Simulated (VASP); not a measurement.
# CaO: optical spectrum of independent particles, by functional

CaO, I4/mmm (no. 139), 4 atoms in the cell.

| Functional | ε at zero frequency, electronic | Mean energy of the absorption, weighted by Im ε (eV) | Refractive index at 633 nm | Refractive index at 1064 nm | Direct gap on the mesh (eV) | Time (s) |
|---|---|---|---|---|---|---|
| PBE | 2.80 | 9.25 | 1.74 | 1.69 | 2.07 | 631 |
| LDA | 2.86 | 9.19 | 1.76 | 1.71 | 2.09 | 455 |
| PBEsol | 2.81 | 9.27 | 1.74 | 1.70 | 2.20 | 478 |

Limits: The 8×8×8 mesh is coarse for a spectrum: peaks stand apart that a denser mesh merges, and ε at zero frequency can be far too high; the pull between electron and hole is left out; the onset follows the functional's gap, which semilocal functionals usually make too small.

## Input of the first row

INCAR:
```
  PREC = Accurate
  ENCUT = 460
  ISMEAR = 0
  SIGMA = 0.02
  EDIFF = 1E-7
  LASPH = True
  KPAR = 4
  LWAVE = True
  LCHARG = False
  LOPTICS = True
  ALGO = Normal
  NBANDS = 40
  NEDOS = 2000
  CSHIFT = 0.1
  GGA = PE
```

KPOINTS:
```
k-points
0
Gamma
  8 8 8
```

POSCAR:
```
CaO
1.0
   -1.6676340000      1.6676340000      8.5134920000
    1.6676340000     -1.6676340000      8.5134920000
    1.6676340000      1.6676340000     -8.5134920000
Ca O
2 2
Direct
    0.6795970000      0.6795970000      0.0000000000
    0.3204030000      0.3204030000      0.0000000000
    0.8181860000      0.8181860000      0.0000000000
    0.1818140000      0.1818140000      0.0000000000
```

Commands:
```
cat potpaw_PBE.64/Ca_sv/POTCAR potpaw_PBE.64/O/POTCAR > POTCAR
mpirun -np 4 vasp_std > vasp.out
```

Changes of the last row against the first:
```
- GGA = PE
+ GGA = PS
```

VASP 6.6.1 took 631 s on 4 cores (AMD EPYC 7R43 (Zen 3)), a shared host.
